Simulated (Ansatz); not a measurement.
# Sr under changes of volume

One of the cells (61.854 Å³/atom); the others are scaled copies at fixed shape and fractional positions:

```xyz
4
Lattice="-4.1585 4.1585 3.5768 4.1585 -4.1585 3.5768 4.1585 4.1585 -3.5768" Properties=species:S:1:pos:R:3 pbc="T T T"
Sr    1.3686    2.7899    0.0000
Sr    2.7899    1.3686    3.5768
Sr   -1.3686    2.7899    3.5768
Sr    5.5271    1.3686    0.0000
```

This isn't the form of Sr at room conditions, which is fcc.

| Quantity | Value |
| --- | --- |
| Program | Ansatz 0.2.0 |
| Functional | PBE |
| Potentials or basis | Ansatz PAW |
| Cutoff | 420 eV (not typed: the program's choice for these potentials) |
| k mesh | 5 × 5 × 5 |
| Occupations | fermi-dirac, width 0.05 eV |
| Spin | no spin polarisation |

```csv
volume (Å³/atom),energy over the lowest point (meV/atom),pressure (GPa),largest force (eV/Å)
58.143,1.50,0.3,0.177
59.380,0.00,0.1,0.158
60.617,0.14,-0.1,0.140
61.854,1.76,-0.3,0.124
63.091,?,?,?
64.328,8.96,-0.6,0.095
65.566,14.30,-0.8,0.082
```

Problem. What does the run at 63.091 Å³/atom give?

Solution. Energy over the lowest point 4.74 meV/atom; pressure -0.5 GPa; largest force 0.109 eV/Å.

Worked out: A Birch-Murnaghan fit of order 3 (a polynomial in V^(-2/3)) to the other rows has its minimum at 59.89 Å³/atom with B0 = V·E''(V) = 9.9 GPa and B' = 3.6 at fixed shape and positions, which overstates the stiffness. It gives 4.74 meV/atom at 63.091 Å³/atom, against the run's 4.74, and -dE/dV = -0.5 GPa, against -0.5.

Energies are extrapolated to zero smearing.
